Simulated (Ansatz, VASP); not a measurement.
# Two plane-wave programs on SnO2

```
CELL_PARAMETERS angstrom
4.76948 0.00000 0.00000
0.00000 4.76948 0.00000
0.00000 0.00000 3.21166
ATOMIC_POSITIONS crystal
Sn 0.00000 0.00000 0.00000
Sn 0.50000 0.50000 0.50000
O 0.30627 0.30627 0.00000
O 0.19373 0.80627 0.50000
O 0.69373 0.69373 0.00000
O 0.80627 0.19373 0.50000
```

Alike in both runs: task single point; functional PBEsol; k mesh 6 × 6 × 10; occupations gaussian, width 0.02 eV; no spin polarisation.

```csv
,VASP,Ansatz
version,VASP 6.6.1,Ansatz 0.2.0
potentials or method,"VASP PAW PBE potentials, release 64 (Sn_d, O)","scalar-relativistic, plane waves, PAW"
plane-wave cutoff (eV),520,420
valence electrons in the cell,52,52
```

|  | VASP | Ansatz | Ansatz less VASP |
| --- | --- | --- | --- |
| gap on the k mesh at the Fermi level (eV) | 0.91 | 0.92 | +0.006 |
| least direct gap on the mesh (eV) | 0.91 | 0.92 | +0.006 |
| pressure (GPa) | 0.6 | 0.0 | -0.61 |
| largest component of the traceless stress (GPa) | 0.24 | 0.02 | -0.217 |
| rms of the force components (eV/Å) | 0.007 | 0.000 | -0.0072 |

Atom by atom the forces differ by 0.007 eV/Å (rms over components).

Caveats: the PAW data sets were made with another functional, which shifts forces and pressure a little (VASP); spin-orbit coupling is left out, which moves the levels of the heavy elements.
